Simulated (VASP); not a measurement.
# CH₂O, relaxation of the atoms: which settings are enough?

CH₂O, molecule in box, 4 atoms in the cell. PBE, relaxation of the atoms; PAW potentials C, O, H (PBE set). VASP 6.6.1.

Wanted: energy within 1 meV/atom; two shortest distances of each atom within 0.01 Å.

POSCAR:
```
H2CO
1.0
   11.0000000000      0.0000000000      0.0000000000
    0.0000000000     11.0000000000      0.0000000000
    0.0000000000      0.0000000000     11.0000000000
C O H
1 1 2
Direct
    0.4983030000      0.5278500000      0.5017230000
    0.5510820000      0.5780690000      0.5755990000
    0.4434720000      0.5774170000      0.4303750000
    0.4851150000      0.4228820000      0.5027040000
```

The series start from Force threshold EDIFFG (eV/Å): -0.02; Electronic threshold EDIFF (eV): 1e-6; Relaxation method: conjugate gradient, POTIM 0.5; Mixing and least electronic steps: default. Each series keeps the choices made before it, and each single choice may use up half of a tolerance.

## Force threshold EDIFFG (eV/Å)

| Force threshold EDIFFG (eV/Å) | Energy less reference (meV/atom) | Two shortest distances of each atom, largest deviation (Å) | Time (s) |
|---|---|---|---|
| -0.1 | 0.2 | 0.006 | 36 |
| -0.05 | 0.1 | 0.001 | 42 |
| -0.02 | 0.1 | 0.001 | 45 |
| -0.01 | 0.1 | 0.001 | 41 |
| -0.003 (reference) | 0.0 | 0.000 | 98 |

Chosen: -0.05, the loosest value from which every tighter one stays within half of the tolerance.

## Electronic threshold EDIFF (eV)

| Electronic threshold EDIFF (eV) | Energy less reference (meV/atom) | Two shortest distances of each atom, largest deviation (Å) | Time (s) |
|---|---|---|---|
| 0.001 | 0.0 | 0.000 | 20 |
| 0.0001 | 0.0 | 0.000 | 24 |
| 1e-5 | 0.0 | 0.000 | 33 |
| 1e-6 | 0.0 | 0.000 | 42 |
| 1e-7 (reference) | 0.0 | 0.000 | 51 |

Chosen: 0.001.

## Relaxation method

| Relaxation method | Energy less reference (meV/atom) | Two shortest distances of each atom, largest deviation (Å) | Time (s) |
|---|---|---|---|
| conjugate gradient, POTIM 0.5 | 0.0 | 0.000 | 20 |
| conjugate gradient, POTIM 0.2 | 0.0 | 0.001 | 14 |
| conjugate gradient, POTIM 1.0 | 0.0 | 0.001 | 27 |
| quasi-Newton, POTIM 0.5 | 0.0 | 0.002 | 16 |
| quasi-Newton, POTIM 0.3, 10 steps kept | 0.1 | 0.002 | 11 |
| quasi-Newton, POTIM 0.5, at least 5 electronic steps | 0.0 | 0.002 | 17 |
| damped dynamics, POTIM 0.2, SMASS 0.4 | 2619.4 | 3.070 | 785 |
| damped dynamics, POTIM 0.4, SMASS 0.8 | crashed | crashed | 13 |
| velocity quench, POTIM 0.1 | 0.0 | 0.003 | 29 |

Chosen: quasi-Newton, POTIM 0.3, 10 steps kept, the fastest of those that stay within half of the tolerance.

VASP's message at the runs that stop: internal error in: us.F  at line: 1398 internal ERROR SETYLM_AUG: 87 -88 2751 95 86 102 -89 If you are not a developer, you should not encounter this problem. Please submit a bug report.

## Mixing and least electronic steps

| Mixing and least electronic steps | Energy less reference (meV/atom) | Two shortest distances of each atom, largest deviation (Å) | SCF iterations | Time (s) |
|---|---|---|---|---|
| default | 0.0 | 0.000 | 49 | 11 |
| MAXMIX 40 | 0.0 | 0.001 | 46 | 10 |
| NELMIN 4 | 0.0 | 0.000 | 54 | 12 |
| NELMIN 4, MAXMIX 40 | -0.1 | 0.002 | 56 | 13 |
| ALGO Fast | 0.0 | 0.003 | 52 | 12 |

Chosen: default; no other choice that stays within half of the tolerance saves 30 % of the time.

## All choices together

| Input | Energy less reference (meV/atom) | Two shortest distances of each atom, largest deviation (Å) | Time (s) |
|---|---|---|---|
| program defaults (naive) | 0.3 | 0.007 | 18 |
| chosen settings | 0.2 | 0.003 | 11 |
| reference settings throughout | 0.0 | 0.000 | 106 |

The tolerance is met.

Values of the reference run: Two shortest distances of each atom: 1.118, 1.118, 1.118, 1.118, 1.215, 1.897, 1.897, 2.04 A.

## The input

INCAR:
```
SYSTEM = H2CO
PREC = Normal ; ENCUT = 400
EDIFF = 0.001 ; ISMEAR = 0
SIGMA = 0.01 ; ISYM = 0
LREAL = .FALSE. ; LASPH = .TRUE.
NELM = 100 ; ALGO = Normal
LWAVE = .FALSE. ; LCHARG = .FALSE.
IBRION = 1 ; NSW = 150
ISIF = 2 ; EDIFFG = -0.05
POTIM = 0.3 ; KPAR = 1
NFREE = 10
```

KPOINTS:
```
k-points
0
Gamma
  1 1 1
```

Commands:
```
cat potpaw_PBE.64/C/POTCAR potpaw_PBE.64/O/POTCAR potpaw_PBE.64/H/POTCAR > POTCAR
mpirun -np 4 vasp_gam > vasp.out
```

The naive input happens to agree within the tolerance here, in 18 s.

The chosen input took VASP 6.6.1 11 s on 4 cores (AMD EPYC 9R45 (Zen 5)), a shared host.

## An input that fails: no relaxation method typed, so the run becomes molecular dynamics without a time step

VASP's message: Fatal error! IBRION=0, but no entry for POTIM on file INCAR. MUST be specified!.

Changes against the starting input:
```
- IBRION = 2
- POTIM = 0.5
```
